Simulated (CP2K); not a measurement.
PtS2:

```xyz
3
Lattice="3.5432 0.0000 0.0000 -1.7716 3.0685 0.0000 0.0000 0.0000 5.0388" Properties=species:S:1:pos:R:3 pbc="T T T"
Pt    0.0000    0.0000    0.0000
S     1.7716    1.0228    3.8950
S     0.0000    2.0457    1.1438
```

Program: CP2K 2026.2. Alike in all runs: task band structure; no spin polarisation; cell as given; k mesh 9 × 9 × 5. Hardware: 1 thread of Intel(R) Xeon(R) 6975P-C (Granite Rapids), with other jobs on the host.

Question: Order these runs on this cell by their wall time, lowest first.
A. level PBE; potentials or basis POTENTIAL_UZH Pt GTH-PBE-q18, S GTH-PBE-q6; TZVP-MOLOPT-PBE-GTH basis; smearing fermi-dirac 0.05 eV; NGRIDS 4; bands added on the path 4; CUTOFF of the grids 450 Ry
B. level TB-mBJ; potentials or basis POTENTIAL_UZH Pt GTH-PBE-q18, S GTH-PBE-q6; TZVP-MOLOPT-PBE-GTH basis; smearing fermi-dirac 0.1 eV; NGRIDS 5; bands added on the path 6; CUTOFF of the grids 675 Ry
C. level r2SCAN; potentials or basis POTENTIAL_UZH Pt GTH-SCAN-q18, S GTH-SCAN-q6; TZVP-MOLOPT-SCAN-GTH basis; smearing fermi-dirac 0.01 eV; NGRIDS 4; bands added on the path 2; CUTOFF of the grids 675 Ry

Answer: A (24 s), C (61 s), B (120 s).

Caveats: this is a model potential without an energy functional, so only levels have meaning (some runs).

Not every run made on this cell is shown here.
